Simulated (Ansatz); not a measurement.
Below is a relaxed structure of GaSb. The cell was found from a structure generator's guess, not taken from experiment.

These are results of Ansatz 0.2.0, DFT PBE, scalar-relativistic, plane waves, PAW, not measurements. Cutoff 420 eV, Γ-centred mesh, Gaussian smearing, no spin polarisation.

```cif
data_structure
_symmetry_space_group_name_H-M 'P 1'
_symmetry_Int_Tables_number 1
_cell_length_a 4.5469
_cell_length_b 4.5469
_cell_length_c 4.9900
_cell_angle_alpha 90.000
_cell_angle_beta 90.000
_cell_angle_gamma 90.000
_cell_volume 103.16
loop_
_atom_site_label
_atom_site_type_symbol
_atom_site_fract_x
_atom_site_fract_y
_atom_site_fract_z
_atom_site_occupancy
Ga1 Ga 0.00000 0.00000 0.50000 1
Ga2 Ga 0.50000 0.50000 0.50000 1
Sb1 Sb 0.50000 0.00000 0.15916 1
Sb2 Sb 0.00000 0.50000 0.84084 1
```

Formation energies are uncorrected and refer to the elements' standard structures at the same level.

(1) What space group does it have?

(2) How far does it lie from the elements in energy?

(3) Is it a metal?

Answers

(1) P4/nmm (No. 129), the anti-litharge type. Conventional cell: a = 4.547 Å, c = 4.990 Å. Ga has 4 Sb at 2.84 Å and 4 Ga at 3.22 Å; Sb is surrounded by 4 Ga at 2.84 Å.

(2) +0.02 eV/atom. The formation energy is too near zero to say whether this cell lies below the elements.

(3) Yes, bands cross the Fermi level on the 10×10×10 mesh.

The last run used a 10×10×10 mesh for its 4-atom cell and Gaussian smearing of 0.10 eV. For metals, differences of a few meV/atom aren't resolved. Weakly bound directions are ill-defined at this level, which has no dispersion term. Spin–orbit coupling, which can matter for Sb, is left out. Symmetry constrained the relaxation, so the result can be a saddle point. Another cell of GaSb relaxed alike, in F-43m (a cell as deposited in COD), lies 184 meV/atom lower, so this cell isn't the stable form at this level.
